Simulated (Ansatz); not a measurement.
**Lattice dynamics at Γ of NaCl (rocksalt)**

Perturbation theory with PBEsol in Ansatz on the PBEsol cell, ground state and force constants on a 6×6×6 mesh. (Simulation; spin polarisation is off.)

Space group Fm-3m (No. 225), cubic; a = 5.602 Å in the conventional setting, 21.98 Å³ an atom. Na has 6 Cl at 2.80 Å; Cl has 6 Na at 2.80 Å.

Space group Fm-3m (No. 225). a = 5.602 Å, b = 5.602 Å, c = 5.602 Å, α = 90.00°, β = 90.00°, γ = 90.00°
```json
{"atom": "Na", "site": "4a", "symmetry": "m-3m", "x": "0.0000", "y": "0.0000", "z": "0.0000"}
{"atom": "Cl", "site": "4b", "symmetry": "m-3m", "x": "0.5000", "y": "0.0000", "z": "0.0000"}
```

Optical modes without the longitudinal term:
```tsv
ω (cm⁻¹)	degeneracy	IR intensity, summed over the level ((D/Å)²/amu)
166	3	5.92
```

The optical mode at Γ lies at 166 cm⁻¹ without the longitudinal term. With the long-range field the highest mode reaches 255 cm⁻¹.

ε∞: 2.57 in all directions. With the ions relaxed, ε⁰ is 6.0 in all directions. Born charges, averaged over directions: Na +1.09, Cl -1.09 e.

With one polar mode in a cubic crystal the Lyddane-Sachs-Teller relation applies: (ω_LO/ω_TO)² = (254.8/166.3)² = 2.348, and ε⁰/ε∞ = 6.025/2.566 = 2.348. The refractive index √ε∞ is 1.60.

For comparison, on the r2SCAN cell the mean ε∞ is 2.41 with r2SCAN (ground state on 6×6×6; least gap 5.98 eV), 2.52 with PBE (ground state on 6×6×6; least gap 5.18 eV).
